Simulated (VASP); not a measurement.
# NbAs (I4_1md) in VASP: a series of runs

The runs below take NbAs through relaxation of cell and atoms, with PBE.

All numbers are computed with VASP 6.6.1; they aren't measurements. Logs are shortened: lines on timing, memory, paths and dates and some standing lists are left out, and cuts for length are marked.

## (1) The structure

Symmetry: I4_1md, No. 109, tetragonal system. The conventional cell has a = 3.452 Å, b = 3.452 Å, c = 11.680 Å, α = 90.00°, β = 90.00°, γ = 90.00°. Nb (site symmetry 2mm) has 6 As at 2.60 to 2.63 Å as nearest neighbours. As (site symmetry 2mm) is surrounded by 6 Nb at 2.60 to 2.63 Å.

## (2) Relaxation of cell and atoms, PBE

INCAR

```
PREC     = Accurate       # precision mode
ENCUT    = 520            # plane-wave cutoff, eV
EDIFF    = 1E-7           # SCF threshold, eV
ISMEAR   = 0              # smearing method
SIGMA    = 0.1            # smearing width, eV
LREAL    = False          # projectors in reciprocal space
LASPH    = True           # aspherical terms in the spheres
NELM     = 100            # most SCF steps
ALGO     = Normal         # electronic algorithm
ISIF     = 3              # what is computed and relaxed
LWAVE    = False          # write WAVECAR
LCHARG   = False          # write CHGCAR
GGA      = PE             # functional
IBRION   = 2              # ionic algorithm
NSW      = 80             # ionic steps
EDIFFG   = -0.002         # ionic threshold
```

KPOINTS

```
Automatic mesh
0
Gamma
  4 4 4
```

POSCAR

```
NbAs
1.0
   -1.7258500000      1.7258500000      5.8400000000
    1.7258500000     -1.7258500000      5.8400000000
    1.7258500000      1.7258500000     -5.8400000000
Nb As
2 2
Direct
    0.0000000000      0.0000000000      0.0000000000
    0.7500000000      0.2500000000      0.5000000000
    0.4160000000      0.4160000000      0.0000000000
    0.1660000000      0.6660000000      0.5000000000
```

Potentials or basis: VASP PAW PBE potentials, release 64 (Nb_sv, As).

Command:

```console
cat potpaw_PBE.64/Nb_sv/POTCAR potpaw_PBE.64/As/POTCAR > POTCAR
mpirun -np 1 vasp_std > vasp.out
```

OUTCAR:

```text
PREC = Accurate
   ENCUT = 520
   EDIFF = 1E-7
   ISMEAR = 0
   LREAL = False
   LASPH = True
   NELM = 100
   ISIF = 3
   GGA = PE
   IBRION = 2
   NSW = 80
   EDIFFG = -0.002

 ion  position               nearest neighbor table
   1  0.000  0.000  0.000-   4 2.60   4 2.60   3 2.63   3 2.63   3 2.63   3 2.63
   2  0.750  0.250  0.500-   3 2.60   3 2.60   4 2.63   4 2.63   4 2.63   4 2.63
   3  0.416  0.416  0.000-   2 2.60   2 2.60   1 2.63   1 2.63   1 2.63   1 2.63
   4  0.166  0.666  0.500-   1 2.60   1 2.60   2 2.63   2 2.63   2 2.63   2 2.63

  LATTYP: Found a body centered tetragonal cell.
 ALAT       =     3.4517000000
 C/A-ratio  =     3.3838398470

  Lattice vectors:

 A1 = (  -1.7258500000,   1.7258500000,   5.8400000000)
 A2 = (   1.7258500000,  -1.7258500000,   5.8400000000)
 A3 = (   1.7258500000,   1.7258500000,  -5.8400000000)

Analysis of symmetry for initial positions (statically):
=====================================================================
 Subroutine PRICEL returns:
 Original cell was already a primitive cell.

 Routine SETGRP: Setting up the symmetry group for a
 body centered tetragonal supercell.

 Subroutine GETGRP returns: Found  8 space group operations
 (whereof  4 operations were pure point group operations)
 out of a pool of 16 trial point group operations.

The static configuration has the point symmetry C_2v.
 The point group associated with its full space group is C_4v.

Analysis of symmetry for dynamics (positions and initial velocities):
=====================================================================
 Subroutine PRICEL returns:
 Original cell was already a primitive cell.

 Routine SETGRP: Setting up the symmetry group for a
 body centered tetragonal supercell.

 Subroutine GETGRP returns: Found  8 space group operations
 (whereof  4 operations were pure point group operations)
 out of a pool of 16 trial point group operations.

The dynamic configuration has the point symmetry C_2v.
 The point group associated with its full space group is C_4v.

 Subroutine INISYM returns: Found  8 space group operations
 (whereof  4 operations are pure point group operations),
 and found     1 'primitive' translations

----------------------------------------------------------------------------------------

                                     Primitive cell

  volume of cell :      69.5791

  direct lattice vectors                    reciprocal lattice vectors
    -1.725850000  1.725850000  5.840000000     0.000000000  0.289712316  0.085616438
[... 83 lines left out ...]
   NFREE  =      1    steps in history (QN), initial steepest desc. (CG)
   ISIF   =      3    stress and relaxation
   ISYM   =      2    0-nonsym 1-usesym 2-fastsym
   POTIM  = 0.5000    time-step for ionic-motion
   TEBEG  =    0.0;   TEEND  =   0.0 temperature during run
   PSTRESS=    0.0 pullay stress
   NELECT =      36.0000    total number of electrons
   NUPDOWN=      -1.0000    fix difference up-down
   EMIN   =  10.00;   EMAX   =-10.00  energy-range for DOS
   EFERMI =   0.00;   METHOD = LEGACY
   ISMEAR =     0;   SIGMA  =   0.10  broadening in eV -4-tet -1-fermi 0-gaus
   EFERMI_NEDOS =   21; number of points for ismear=-14 and -15
   IALGO  =     38    algorithm
   IMIX   =      4    mixing-type and parameters
     AMIX     =   0.40;   BMIX     =  1.00
     AMIX_MAG =   1.60;   BMIX_MAG =  1.00
  volume/ion in A,a.u.               =      17.39       117.39
  Fermi-wavevector in a.u.,A,eV,Ry     =   1.314264  2.483599 23.501213  1.727290
  Thomas-Fermi vector in A             =   2.444529
   LORBIT       =      0    0 simple, 1 ext, 2 COOP (PROOUT), +10 PAW based schemes
   GGA     = PE    functional components
   LHFCALC =     F    Hartree Fock is set to
   AEXX    =    0.0000 exact exchange contribution
   IVDW    =     0    specifies the selected vdW correction
   LEPSILON=     F    determine dielectric tensor
   LRPA    =     F    only Hartree local field effects (RPA)
 conjugate gradient relaxation of ions
 non-spin polarized calculation
 Gauss-broadening in eV      SIGMA  =   0.10
  energy-cutoff  :      520.00
  volume of cell :       69.58
 maximum number of plane-waves:      1894
   NGX = 23   NGY = 23   NGZ = 23

--------------------------------------- Ionic step        1  -------------------------------------------

 number of electron      35.9999999 magnetization

 Free energy of the ion-electron system (eV)
  ---------------------------------------------------
  ext. energy  EPLUGINS =         0.00000000
  ---------------------------------------------------
  free energy    TOTEN  =       -32.36478063 eV

  energy without entropy =      -32.34529140  energy(sigma->0) =      -32.35503601

------------------------ aborting loop because EDIFF is reached ----------------------------------------

  FORCE on cell =-STRESS in cart. coord.  units (eV):
  Direction    XX          YY          ZZ          XY          YZ          ZX
  --------------------------------------------------------------------------------------
  -------------------------------------------------------------------------------------
  Total        1.4253308      1.4253308      2.0613773      0.0000000      0.0000000      0.0000000
  in kB       32.8206600     32.8206600     47.4667104      0.0000000      0.0000000      0.0000000
  external PRESSURE =      37.7026768 kB  Pullay stress =       0.0000000 kB
[... 95 lines left out ...]
  FREE ENERGIE OF THE ION-ELECTRON SYSTEM (eV)
  ---------------------------------------------------
  free  energy   TOTEN  =       -32.3884016288 eV

  energy  without entropy=      -32.3689277658  energy(sigma->0) =      -32.37866470

[... ionic steps 4 to 8 ...]

--------------------------------------- Ionic step        9  -------------------------------------------

 number of electron      36.0000000 magnetization

------------------------ aborting loop because EDIFF is reached ----------------------------------------
[... 71 lines left out ...]
--------------------------------------- Ionic step       11  -------------------------------------------

 number of electron      36.0000000 magnetization

 Free energy of the ion-electron system (eV)
  ---------------------------------------------------
  ext. energy  EPLUGINS =         0.00000000
  ---------------------------------------------------
  free energy    TOTEN  =       -32.39130658 eV

  energy without entropy =      -32.37294732  energy(sigma->0) =      -32.38212695

 E-fermi :   9.3737     XC(G=0): -11.7328

 val. band max:        9.3375978790   @ k =  -0.2500   0.2500   0.2500
 cond. band min:       9.3777630824   @ k =  -0.2500   0.5000   0.2500
 fundamental gap:      0.0401652034
 Fermi energy:         9.3737004366

 k-point     1 :       0.0000    0.0000    0.0000
  band No.  band energies     occupation
      1     -45.8348      2.00000
      2     -45.8114      2.00000
      3     -22.0127      2.00000
      4     -21.9335      2.00000
      5     -21.9335      2.00000
      6     -21.7916      2.00000
[... 345 lines left out ...]
  FREE ENERGIE OF THE ION-ELECTRON SYSTEM (eV)
  ---------------------------------------------------
  free  energy   TOTEN  =       -32.3913065849 eV

  energy  without entropy=      -32.3729473238  energy(sigma->0) =      -32.38212695

 reached required accuracy - stopping structural energy minimisation
```

OSZICAR:

```text
N       E                     dE             d eps       ncg     rms          rms(c)
DAV:   1     0.356522263955E+03    0.35652E+03   -0.18734E+04   572   0.160E+03
DAV:   2    -0.741494898161E+01   -0.36394E+03   -0.35888E+03   716   0.568E+02
DAV:   3    -0.324065635119E+02   -0.24992E+02   -0.24481E+02   984   0.116E+02
[... 108 lines left out ...]
DAV:   1    -0.323913077037E+02   -0.22912E-05   -0.24096E-04   674   0.156E-01    0.990E-03
DAV:   2    -0.323913073040E+02    0.39971E-06   -0.20465E-05   732   0.414E-02    0.429E-03
DAV:   3    -0.323913067895E+02    0.51450E-06   -0.15805E-06   854   0.115E-02    0.161E-03
DAV:   4    -0.323913066452E+02    0.14429E-06   -0.23534E-07   508   0.339E-03    0.471E-04
DAV:   5    -0.323913065849E+02    0.60276E-07   -0.52679E-08   310   0.262E-03
  11 F= -.32391307E+02 E0= -.32382127E+02  d E =-.287526E-05
```

CONTCAR:

```text
NbAs
   1.00000000000000
    -1.7306228151664615    1.7306228151664615    5.9441575959652573
     1.7306228151664615   -1.7306228151664615    5.9441575959652573
     1.7306228151664615    1.7306228151664615   -5.9441575959652573
  Nb              As
     2     2
Direct
     0.9993215110860080    0.9993215110860080    0.0000000000000000
     0.7493215110860080    0.2493215110860079    0.5000000000000000
     0.4166784889139888    0.4166784889139888    0.0000000000000000
     0.1666784889139889    0.6666784889139888    0.5000000000000000

  0.00000000E+00  0.00000000E+00  0.00000000E+00
  0.00000000E+00  0.00000000E+00  0.00000000E+00
  0.00000000E+00  0.00000000E+00  0.00000000E+00
  0.00000000E+00  0.00000000E+00  0.00000000E+00
```

Run time: 5.2 min. Hardware: 1 thread of Intel Xeon Platinum 8488C (Sapphire Rapids), shared host; peak memory 0.33 GiB.

What came out:

| Quantity | Value |
| --- | --- |
| Free energy | -32.3913 eV |
| Relaxed volume | 17.80 Å³/atom |
| Relaxed cell | a = 6.428 Å, b = 6.428 Å, c = 6.428 Å, α = 148.76°, β = 148.76°, γ = 44.76° |
| Space group after relaxing (to 0.05 Å) | I4_1md (No. 109) |
| Energy gained by relaxing | 6.6 meV/atom |
| Ionic steps | 11 |
| Pressure after relaxing | 0.0 GPa |
| Band gap on the k mesh | none (metal or under the smearing width) |

Step by step:
| step | energy change (eV) | largest force (eV/Å) | pressure (GPa) | volume (Å³) |
| --- | --- | --- | --- | --- |
| 1 | 0.0000 | 0.2864 | 3.77 | 69.58 |
| 2 | 0.0209 | 0.0791 | -5.45 | 73.78 |
| 3 | -0.0236 | 0.1136 | -0.39 | 71.30 |
| 4 | -0.0260 | 0.0404 | 0.07 | 71.14 |
| 5 | -0.0261 | 0.0253 | 0.02 | 71.16 |
| 6 | -0.0263 | 0.0197 | 0.02 | 71.18 |
| 7 | -0.0265 | 0.0082 | 0.00 | 71.21 |
| 8 | -0.0265 | 0.0043 | -0.01 | 71.22 |
| 9 | -0.0265 | 0.0047 | -0.01 | 71.22 |
| 10 | -0.0265 | 0.0024 | 0.02 | 71.21 |
| 11 | -0.0265 | 0.0004 | 0.01 | 71.21 |

Final structure:
```cif
data_structure
_symmetry_space_group_name_H-M 'P 1'
_symmetry_Int_Tables_number 1
_cell_length_a 6.4283
_cell_length_b 6.4283
_cell_length_c 6.4283
_cell_angle_alpha 148.764
_cell_angle_beta 148.764
_cell_angle_gamma 44.758
_cell_volume 71.21
loop_
_atom_site_label
_atom_site_type_symbol
_atom_site_fract_x
_atom_site_fract_y
_atom_site_fract_z
_atom_site_occupancy
Nb1 Nb 0.99932 0.99932 0.00000 1
Nb2 Nb 0.74932 0.24932 0.50000 1
As1 As 0.41668 0.41668 0.00000 1
As2 As 0.16668 0.66668 0.50000 1
```

Caveat: the k mesh is coarse (spacing up to 0.64 Å⁻¹), so the values aren't converged. Zero-point motion and thermal expansion aren't in these numbers.

## (3) Relaxation of cell and atoms, PBE

This run uses another cell than the first one, of 17.80 Å³/atom, 1.023 times its volume.

INCAR is that of step 2.

KPOINTS is that of step 2.

POSCAR

```
NbAs                                    
1.0
   -1.7306228152      1.7306228152      5.9441575960
    1.7306228152     -1.7306228152      5.9441575960
    1.7306228152      1.7306228152     -5.9441575960
  Nb              As            
     2     2
Direct
     0.9993215110860080    0.9993215110860080    0.0000000000000000
     0.7493215110860080    0.2493215110860079    0.5000000000000000
     0.4166784889139888    0.4166784889139888    0.0000000000000000
     0.1666784889139889    0.6666784889139888    0.5000000000000000
```

Potentials or basis: VASP PAW PBE potentials, release 64 (Nb_sv, As).

Command:

```console
cat potpaw_PBE.64/Nb_sv/POTCAR potpaw_PBE.64/As/POTCAR > POTCAR
mpirun -np 1 vasp_std > vasp.out
```

Wall time 49 s (1 thread of Intel Xeon Platinum 8488C (Sapphire Rapids), shared host); peak memory 0.31 GiB.

Results (log left out):

```yaml
Free_energy: -32.3919 eV
Pressure_after_relaxing: 0.0 GPa
Band_gap_on_the_k_mesh: none (metal or under the smearing width)
```

Final structure:
```
Nb As
1.0
    -1.73062    1.73062    5.94416
     1.73062   -1.73062    5.94416
     1.73062    1.73062   -5.94416
Nb As
2 2
Direct
  0.99932 0.99932 0.00000
  0.74932 0.24932 0.50000
  0.41668 0.41668 0.00000
  0.16668 0.66668 0.50000
```

Levels at points of the mesh, in eV from the Fermi level:
| k point | band 16 | band 17 | band 18 | band 19 | band 20 | band 21 |
| --- | --- | --- | --- | --- | --- | --- |
| (0.00, 0.00, 0.00) | -1.73 | -1.35 | -1.35 | 0.71 | 1.22 | 2.30 |
| (0.50, 0.00, 0.00) | -1.85 | -1.42 | -0.17 | 0.06 | 1.13 | 2.08 |
| (0.50, 0.50, 0.00) | -2.83 | -0.59 | -0.59 | 2.36 | 2.36 | 2.56 |
| (0.50, 0.50, 0.50) | -2.46 | -0.50 | -0.50 | 0.95 | 0.95 | 1.83 |

Caveat: the k mesh is coarse (spacing up to 0.64 Å⁻¹), so the values aren't converged; the relaxation stopped at its first step, so nothing moved.
